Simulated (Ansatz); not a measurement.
# BP: the cost of one run

Program: Ansatz 0.2.0. Level of theory: DFT, plane waves, PAW, no spin polarisation. These are calculated values, not measurements.

## Step 1: The starting structure

The cell holds 24 atoms (B12P12): a = 5.416 Å, b = 5.416 Å, c = 8.124 Å, α = 90.00°, β = 90.00°, γ = 90.00°.

Coordinates:

```xyz
24
Lattice="5.4161 0.0000 0.0000 0.0000 5.4161 0.0000 0.0000 0.0000 8.1242" Properties=species:S:1:pos:R:3 pbc="T T T"
B     0.0000    0.0000    0.0000
P     1.3540    1.3540    1.3540
B     0.0000    0.0000    2.7081
P     1.3540    1.3540    4.0621
B     0.0000    0.0000    5.4161
P     1.3540    1.3540    6.7701
B     0.0000    2.7081    0.0000
P     1.3540    4.0621    1.3540
B     0.0000    2.7081    2.7081
P     1.3540    4.0621    4.0621
B     0.0000    2.7081    5.4161
P     1.3540    4.0621    6.7701
B     2.7081    0.0000    0.0000
P     4.0621    1.3540    1.3540
B     2.7081    0.0000    2.7081
P     4.0621    1.3540    4.0621
B     2.7081    0.0000    5.4161
P     4.0621    1.3540    6.7701
B     2.7081    2.7081    0.0000
P     4.0621    4.0621    1.3540
B     2.7081    2.7081    2.7081
P     4.0621    4.0621    4.0621
B     2.7081    2.7081    5.4161
P     4.0621    4.0621    6.7701
```

## Step 2: Run 1: PBEsol

Contents of input.yaml:

```yaml
crystal:
  lattice:
    - [5.4161052877, 0.0, 0.0]
    - [0.0, 5.4161052877, 0.0]
    - [0.0, 0.0, 8.1241579315]
  atoms:
    - { symbol: B, position: [0.0, 0.0, 0.0] }
    - { symbol: P, position: [0.25, 0.25, 0.1666666667] }
    - { symbol: B, position: [0.0, 0.0, 0.3333333333] }
    - { symbol: P, position: [0.25, 0.25, 0.5] }
    - { symbol: B, position: [0.0, 0.0, 0.6666666667] }
    - { symbol: P, position: [0.25, 0.25, 0.8333333333] }
    - { symbol: B, position: [0.0, 0.5, 0.0] }
    - { symbol: P, position: [0.25, 0.75, 0.1666666667] }
    - { symbol: B, position: [0.0, 0.5, 0.3333333333] }
    - { symbol: P, position: [0.25, 0.75, 0.5] }
    - { symbol: B, position: [0.0, 0.5, 0.6666666667] }
    - { symbol: P, position: [0.25, 0.75, 0.8333333333] }
    - { symbol: B, position: [0.5, 0.0, 0.0] }
    - { symbol: P, position: [0.75, 0.25, 0.1666666667] }
    - { symbol: B, position: [0.5, 0.0, 0.3333333333] }
    - { symbol: P, position: [0.75, 0.25, 0.5] }
    - { symbol: B, position: [0.5, 0.0, 0.6666666667] }
    - { symbol: P, position: [0.75, 0.25, 0.8333333333] }
    - { symbol: B, position: [0.5, 0.5, 0.0] }
    - { symbol: P, position: [0.75, 0.75, 0.1666666667] }
    - { symbol: B, position: [0.5, 0.5, 0.3333333333] }
    - { symbol: P, position: [0.75, 0.75, 0.5] }
    - { symbol: B, position: [0.5, 0.5, 0.6666666667] }
    - { symbol: P, position: [0.75, 0.75, 0.8333333333] }
kpoints:
  mp_grid: { grid: [2, 2, 2] }
hamiltonian:
  xc: pbesol
scf:
  occupations: { method: fermi_dirac, width: 0.069 }
md:
  ensemble: nve
  temperature: 800
  timestep: 2.0
  n_steps: 30
  initial_velocities: maxwell_boltzmann
  seed: 1872
```

Run with:

```
$ ansatz run input.yaml --threads 4 --pin off --max-ram 3686MiB --backend cpu --events-out ev --progress --plain --runs-dir out
```

**Question.** How long does this run take on 4 threads of Intel Xeon at 2.50GHz (Skylake/Cascade Lake), shared host, and how much memory does it need?

About 97 s, with a peak of 0.84 GiB.
